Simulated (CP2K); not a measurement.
# WS2 (Tungstenite) (P6_3/mmc) in CP2K: a series of runs

The runs below take WS2 (Tungstenite) through band structure, with PBE, LDA, PBEsol.

Program: CP2K 2026.2. These are calculated values, not measurements. Logs are shortened: lines on timing, memory, paths and dates and some standing lists are left out, and cuts for length are marked.

### 1 The crystal as given

Symmetry: P6_3/mmc, No. 194, hexagonal system. The conventional cell has a = 3.180 Å, b = 3.180 Å, c = 12.500 Å, α = 90.00°, β = 90.00°, γ = 120.00°. Around W (site symmetry -6m2) lie 6 S at 2.41 Å. Around S (site symmetry 3m) lie 3 W at 2.41 Å.

### 2 Band structure, PBE

The input, ws2_bands.inp:

```
&GLOBAL
  PROJECT ws2_bands
  RUN_TYPE ENERGY_FORCE
  PRINT_LEVEL LOW
&END GLOBAL
&FORCE_EVAL
  METHOD QS
  STRESS_TENSOR ANALYTICAL
  &DFT
    BASIS_SET_FILE_NAME BASIS_MOLOPT_UZH
    POTENTIAL_FILE_NAME POTENTIAL_UZH
    &MGRID
      CUTOFF 450
      REL_CUTOFF 60
      NGRIDS 4
    &END MGRID
    &QS
      METHOD GPW
      EPS_DEFAULT 1.0E-10
    &END QS
    &KPOINTS
      SCHEME MONKHORST-PACK 10 10 3
      GAMMA_CENTERED T
      SYMMETRY T
      SYMMETRY_BACKEND SPGLIB
    &END KPOINTS
    &SCF
      SCF_GUESS ATOMIC
      EPS_SCF 1.0E-6
      MAX_SCF 100
      ADDED_MOS 24
      CHOLESKY OFF
      EPS_EIGVAL 1.0E-7
      &DIAGONALIZATION ON
        ALGORITHM STANDARD
      &END DIAGONALIZATION
      &MIXING ON
        METHOD BROYDEN_MIXING
        ALPHA 0.4
        BETA 1.5
        NBUFFER 8
      &END MIXING
      &SMEAR ON
        METHOD FERMI_DIRAC
        ELECTRONIC_TEMPERATURE [K] 116.045
      &END SMEAR
    &END SCF
    &XC
      &XC_FUNCTIONAL PBE
      &END XC_FUNCTIONAL
    &END XC
    &PRINT
      &KPOINTS ON
      &END KPOINTS
      &MULLIKEN ON
      &END MULLIKEN
      &MO ON
        ENERGIES T
        OCCUPATION_NUMBERS T
        &EACH
          QS_SCF 0
        &END EACH
        ADD_LAST NUMERIC
      &END MO
      &BAND_STRUCTURE
        FILE_NAME bands.bs
        ADDED_MOS 4
        &KPOINT_SET
          UNITS B_VECTOR
          NPOINTS 6
          SPECIAL_POINT GAMMA 0.00000000 0.00000000 0.00000000
          SPECIAL_POINT M 0.50000000 0.00000000 0.00000000
          SPECIAL_POINT K 0.33333333 0.33333333 0.00000000
          SPECIAL_POINT GAMMA 0.00000000 0.00000000 0.00000000
          SPECIAL_POINT A 0.00000000 0.00000000 0.50000000
          SPECIAL_POINT L 0.50000000 0.00000000 0.50000000
          SPECIAL_POINT H 0.33333333 0.33333333 0.50000000
          SPECIAL_POINT A 0.00000000 0.00000000 0.50000000
        &END KPOINT_SET
        &KPOINT_SET
          UNITS B_VECTOR
          NPOINTS 6
          SPECIAL_POINT L 0.50000000 0.00000000 0.50000000
          SPECIAL_POINT M 0.50000000 0.00000000 0.00000000
        &END KPOINT_SET
        &KPOINT_SET
          UNITS B_VECTOR
          NPOINTS 6
          SPECIAL_POINT K 0.33333333 0.33333333 0.00000000
          SPECIAL_POINT H 0.33333333 0.33333333 0.50000000
        &END KPOINT_SET
      &END BAND_STRUCTURE
    &END PRINT
  &END DFT
  &SUBSYS
    &CELL
      A 3.1800000000 0.0000000000 0.0000000000
      B -1.5900000000 2.7539607840 0.0000000000
      C 0.0000000000 0.0000000000 12.5000000000
      PERIODIC XYZ
    &END CELL
    &COORD
      SCALED
      W   0.6666666667 0.3333333333 0.7500000000
      W   0.3333333333 0.6666666667 0.2500000000
      S   0.6666666667 0.3333333333 0.3750000000
      S   0.3333333333 0.6666666667 0.8750000000
      S   0.6666666667 0.3333333333 0.1250000000
      S   0.3333333333 0.6666666667 0.6250000000
    &END COORD
    &KIND W
      BASIS_SET TZVP-MOLOPT-PBE-GTH-q14
      POTENTIAL GTH-PBE-q14
    &END KIND
    &KIND S
      BASIS_SET TZVP-MOLOPT-PBE-GTH-q6
      POTENTIAL GTH-PBE-q6
    &END KIND
    &PRINT
      &ATOMIC_COORDINATES ON
      &END ATOMIC_COORDINATES
      &CELL ON
      &END CELL
      &SYMMETRY ON
      &END SYMMETRY
    &END PRINT
  &END SUBSYS
  &PRINT
    &FORCES ON
    &END FORCES
    &STRESS_TENSOR ON
    &END STRESS_TENSOR
  &END PRINT
&END FORCE_EVAL
```

Potentials or basis: POTENTIAL_UZH W GTH-PBE-q14, S GTH-PBE-q6; TZVP-MOLOPT-PBE-GTH basis.

Command:

```bash
OMP_NUM_THREADS=2 cp2k.psmp -i ws2_bands.inp -o ws2_bands.out
```

ws2_bands.out:

```text

 CP2K| version string:                                       CP2K version 2026.2
 CP2K| Input file name                                             ws2_bands.inp

 GLOBAL| Force Environment number                                              1
 GLOBAL| Basis set file name                                    BASIS_MOLOPT_UZH
 GLOBAL| Potential file name                                       POTENTIAL_UZH
 GLOBAL| MM Potential file name                                     MM_POTENTIAL
 GLOBAL| Coordinate file name                                      __STD_INPUT__
 GLOBAL| Method name                                                        CP2K
 GLOBAL| Project name                                                  ws2_bands
 GLOBAL| Run type                                                   ENERGY_FORCE
 GLOBAL| FFT library                                                       FFTW3
[... 5 lines left out ...]
 GLOBAL| Global print level                                                  LOW
 GLOBAL| Total number of message passing processes                             1
 GLOBAL| Number of threads for this process                                    2
 GLOBAL| CPU model name                                                  UNKNOWN

 CELL| Volume [angstrom^3]:                                           109.469941
 CELL| Vector a [angstrom]:       3.180     0.000     0.000   |a| =     3.180000
 CELL| Vector b [angstrom]:      -1.590     2.754     0.000   |b| =     3.180000
 CELL| Vector c [angstrom]:       0.000     0.000    12.500   |c| =    12.500000
 CELL| Angle (b,c), alpha [degree]:                                    90.000000
 CELL| Angle (a,c), beta  [degree]:                                    90.000000
 CELL| Angle (a,b), gamma [degree]:                                   120.000000
 CELL| Numerically orthorhombic:                                              NO
 CELL| Periodicity                                                           XYZ

 CELL_REF| Volume [angstrom^3]:                                       109.469941
 CELL_REF| Vector a [angstrom     3.180     0.000     0.000   |a| =     3.180000
 CELL_REF| Vector b [angstrom    -1.590     2.754     0.000   |b| =     3.180000
 CELL_REF| Vector c [angstrom     0.000     0.000    12.500   |c| =    12.500000
 CELL_REF| Angle (b,c), alpha [degree]:                                90.000000
 CELL_REF| Angle (a,c), beta  [degree]:                                90.000000
 CELL_REF| Angle (a,b), gamma [degree]:                               120.000000
 CELL_REF| Numerically orthorhombic:                                          NO
 CELL_REF| Periodicity                                                       XYZ
[... 9 lines left out ...]
 TOTAL NUMBERS AND MAXIMUM NUMBERS

  Total number of            - Atomic kinds:                                   2
                             - Atoms:                                          6
                             - Shell sets:                                     6
                             - Shells:                                        50
                             - Primitive Cartesian functions:                 28
                             - Cartesian basis functions:                    154
                             - Spherical basis functions:                    138

  Maximum angular momentum of- Orbital basis functions:                        3
                             - Local part of the GTH pseudopotential:          2
                             - Non-local part of the GTH pseudopotential:      4

 MODULE QUICKSTEP: ATOMIC COORDINATES IN ANGSTROM

   Atom Kind Element         X             Y             Z       Z(eff)     Mass
      1    1 W    74      1.590000      0.917987      9.375000  14.0000 183.8400
      2    1 W    74     -0.000000      1.835974      3.125000  14.0000 183.8400
      3    2 S    16      1.590000      0.917987      4.687500   6.0000  32.0650
      4    2 S    16     -0.000000      1.835974     10.937500   6.0000  32.0650
      5    2 S    16      1.590000      0.917987      1.562500   6.0000  32.0650
      6    2 S    16     -0.000000      1.835974      7.812500   6.0000  32.0650

 Crystal Symmetry Information
       International Symbol:                                            P6_3/mmc
       Point Group Symbol:                                                 6/mmm
       Schoenflies Symbol:                                                 D6h^4
       Number of Symmetry Operations:                                         24

 SCF PARAMETERS         Density guess:                                    ATOMIC
                        --------------------------------------------------------
                        max_scf:                                             100
[... 74 lines left out ...]

  Step     Update method      Time    Convergence         Total energy    Change
  ------------------------------------------------------------------------------
     1 NoMix/Diag. 0.40E+00    3.3     1.95697699      -178.4230885797 -1.78E+02
     2 Broy./Diag. 0.40E+00    2.9     0.04451811      -178.2484470072  1.75E-01
     3 Broy./Diag. 0.40E+00    2.9     0.04159615      -177.6354110645  6.13E-01
     4 Broy./Diag. 0.40E+00    2.9     0.01661986      -177.2124773764  4.23E-01
     5 Broy./Diag. 0.40E+00    3.0     0.00680336      -177.2711429087 -5.87E-02
     6 Broy./Diag. 0.40E+00    2.9     0.01003601      -177.2783593994 -7.22E-03
     7 Broy./Diag. 0.40E+00    3.1     0.00236593      -177.3235117500 -4.52E-02
     8 Broy./Diag. 0.40E+00    3.0     0.00148729      -177.3360090146 -1.25E-02
     9 Broy./Diag. 0.40E+00    3.1     0.00019815      -177.3431629304 -7.15E-03
    10 Broy./Diag. 0.40E+00    3.0     0.00041512      -177.3409197521  2.24E-03
    11 Broy./Diag. 0.40E+00    3.0     0.00002894      -177.3402296380  6.90E-04
    12 Broy./Diag. 0.40E+00    3.0     0.00004521      -177.3399215603  3.08E-04
    13 Broy./Diag. 0.40E+00    3.0     0.00000976      -177.3399957166 -7.42E-05
    14 Broy./Diag. 0.40E+00    2.9     0.00000509      -177.3400519101 -5.62E-05
    15 Broy./Diag. 0.40E+00    3.0     0.00000119      -177.3400756520 -2.37E-05
    16 Broy./Diag. 0.40E+00    3.0     0.00000051      -177.3400822190 -6.57E-06

  *** SCF run converged in    16 steps ***

  Electronic density on regular grids:        -51.9999999999        0.0000000001
  Core density on regular grids:               51.9999999947       -0.0000000053
  Total charge density on r-space grids:       -0.0000000052
  Total charge density g-space grids:          -0.0000000052

  Overlap energy of the core charge distribution:               0.00000000621079
  Self energy of the core charge distribution:               -301.34738961227640
  Core Hamiltonian energy:                                     66.02399870034465
  Hartree energy:                                              82.52181122993417
  Exchange-correlation energy:                                -24.53850254325872
  Electronic entropic energy:                                  -0.00000000000000
  Fermi energy:                                                 0.33386487773916

  Total energy:                                              -177.34008221904554
  Total energy (extrapolated to T->0):                       -177.34008221904554

 MO| EIGENVALUES AND OCCUPATION NUMBERS FOR K POINT 1
 MO|
 MO|  Index      Eigenvalue [a.u.]        Eigenvalue [eV]             Occupation
 MO|      1              -2.425988             -66.014492               2.000000
 MO|      2              -2.425988             -66.014490               2.000000
 MO|      3              -1.130830             -30.771447               2.000000
 MO|      4              -1.130830             -30.771444               2.000000
 MO|      5              -1.125446             -30.624936               2.000000
 MO|      6              -1.125446             -30.624933               2.000000
[... 783 lines left out ...]
 MO|     49               0.798260              21.721756               0.000000
 MO|     50               0.800849              21.792219               0.000000
 MO| Sum:                                                              52.000000
 MO| E(Fermi):            0.333865 a.u.          9.084925 eV
 MO| Band gap:            0.102865 a.u.          2.799093 eV

 [... the levels of further k-points ...]

 !-----------------------------------------------------------------------------!
                     Mulliken Population Analysis

 #  Atom  Element  Kind  Atomic population                           Net charge
       1     W        1         13.957158                              0.042842
       2     W        1         13.957158                              0.042842
       3     S        2          6.021421                             -0.021421
       4     S        2          6.021420                             -0.021420
       5     S        2          6.021420                             -0.021420
       6     S        2          6.021421                             -0.021421
 # Total charge                             52.000000                 -0.000000

 !-----------------------------------------------------------------------------!

 KPOINTS| Band Structure Calculation
 KPOINTS| Number of k-point sets                                               3
 KPOINTS| Number of added MOs/bands                                            4
 KPOINTS| Number of k-points in set    1                                      43
 KPOINTS| In units of b-vector [2pi/Bohr]
 KPOINTS| Special point     1       GAMMA     0.000000     0.000000     0.000000
 KPOINTS| Special point     2           M     0.500000     0.000000     0.000000
 KPOINTS| Special point     3           K     0.333333     0.333333     0.000000
 KPOINTS| Special point     4       GAMMA     0.000000     0.000000     0.000000
 KPOINTS| Special point     5           A     0.000000     0.000000     0.500000
 KPOINTS| Special point     6           L     0.500000     0.000000     0.500000
 KPOINTS| Special point     7           H     0.333333     0.333333     0.500000
 KPOINTS| Special point     8           A     0.000000     0.000000     0.500000
 KPOINTS| Number of k-points in set    2                                       7
 KPOINTS| In units of b-vector [2pi/Bohr]
 KPOINTS| Special point     1           L     0.500000     0.000000     0.500000
 KPOINTS| Special point     2           M     0.500000     0.000000     0.000000
 KPOINTS| Number of k-points in set    3                                       7
 KPOINTS| In units of b-vector [2pi/Bohr]
 KPOINTS| Special point     1           K     0.333333     0.333333     0.000000
 KPOINTS| Special point     2           H     0.333333     0.333333     0.500000

 ENERGY| Total FORCE_EVAL ( QS ) energy [hartree]           -177.340079024161156

 FORCES| Atomic forces [hartree/bohr]
 FORCES|   Atom     x               y               z               |f|
 FORCES|      1  3.81830458E-09 -1.09902175E-08 -2.11175831E-09   1.18247137E-08
 FORCES|      2 -3.81832380E-09  1.09902169E-08  2.11175518E-09   1.18247188E-08
 FORCES|      3  1.52155087E-09 -1.51640172E-08  1.65209249E-03   1.65209249E-03
 FORCES|      4 -1.52153597E-09  1.51637877E-08  1.65209562E-03   1.65209562E-03
 FORCES|      5  1.52154525E-09 -1.51637936E-08 -1.65209562E-03   1.65209562E-03
 FORCES|      6 -1.52154230E-09  1.51640120E-08 -1.65209249E-03   1.65209249E-03
 FORCES| Sum    -1.37179760E-15 -1.16766924E-14  8.08641348E-15
 FORCES| Total atomic force                                       1.42694449E-14

 STRESS| Analytical stress tensor [bar]
 STRESS|                        x                   y                   z
 STRESS|      x        1.08891798041E+04  -1.25216059893E-03   6.58972783058E-09
 STRESS|      y       -1.25216059893E-03   1.08893766650E+04   4.68755724919E-06
 STRESS|      z        6.58972783058E-09   4.68755724919E-06   2.98343642880E+04
 STRESS| 1/3 Trace                                             1.72043069191E+04
 STRESS| Determinant                                           3.53765093062E+12

 STRESS| Eigenvectors and eigenvalues of the analytical stress tensor [bar]
 STRESS|                        1                   2                   3
 STRESS| Eigenvalues   1.08891797962E+04   1.08893766730E+04   2.98343642880E+04
 STRESS|      x           0.999979773402     -0.006360250604      0.000000000000
 STRESS|      y           0.006360250604      0.999979773402      0.000000000247
 STRESS|      z          -0.000000000002     -0.000000000247      1.000000000000
```

Run time: 57 s. Hardware: 2 threads of Arm Neoverse V1, shared host; peak memory 0.56 GiB.

Results:

| Quantity | Value |
| --- | --- |
| Free energy | -4825.6690 eV |
| Pressure | 1.7 GPa |
| Largest force | 0.085 eV/Å |
| Band gap on the k mesh | 1.12 eV, indirect (least direct gap 2.10 eV) |
| Band gap along the path | 1.05 eV, indirect (least direct gap 1.75 eV) |
| Mulliken charges | W +0.04; S -0.02 e |

Forces in eV/Å, atoms in the order of the input:
```
W    0.000  0.000  0.000
W    0.000  0.000  0.000
S    0.000  0.000  0.085
S    0.000  0.000  0.085
S    0.000  0.000 -0.085
S    0.000  0.000 -0.085
```

Stress tensor (GPa, compression positive):
```
1.09 0.00 0.00
0.00 1.09 0.00
0.00 0.00 2.98
```

Levels at the corners of the path, in eV from the valence-band top:
| point | band 24 | band 25 | band 26 | band 27 | band 28 | band 29 |
| --- | --- | --- | --- | --- | --- | --- |
| Γ | -1.62 | -1.09 | 0.00 | 2.24 | 2.24 | 2.24 |
| M | -1.90 | -1.68 | -1.52 | 2.22 | 2.26 | 2.58 |
| K | -2.93 | -0.74 | -0.58 | 1.17 | 1.17 | 2.20 |
| Γ | -1.62 | -1.09 | 0.00 | 2.24 | 2.24 | 2.24 |
| A | -2.32 | -0.31 | -0.31 | 2.24 | 2.24 | 2.24 |
| L | -1.98 | -1.59 | -1.59 | 2.24 | 2.24 | 2.70 |
| H | -3.06 | -0.66 | -0.66 | 1.17 | 1.17 | 2.68 |
| A | -2.32 | -0.31 | -0.31 | 2.24 | 2.24 | 2.24 |
| L | -1.98 | -1.59 | -1.59 | 2.24 | 2.24 | 2.70 |
| M | -1.90 | -1.68 | -1.52 | 2.22 | 2.26 | 2.58 |
| K | -2.93 | -0.74 | -0.58 | 1.17 | 1.17 | 2.20 |
| H | -3.06 | -0.66 | -0.66 | 1.17 | 1.17 | 2.68 |

Caveat: Mulliken charges move with the basis; spin-orbit coupling is left out, which moves the levels of the heavy elements; this functional lacks dispersion, which binds the layers, so the pressure and a relaxed spacing across them are unreliable; the basis of atomic orbitals isn't converged, which shifts pressures, moduli and gaps.

(Part 1 of 2 ends here.)
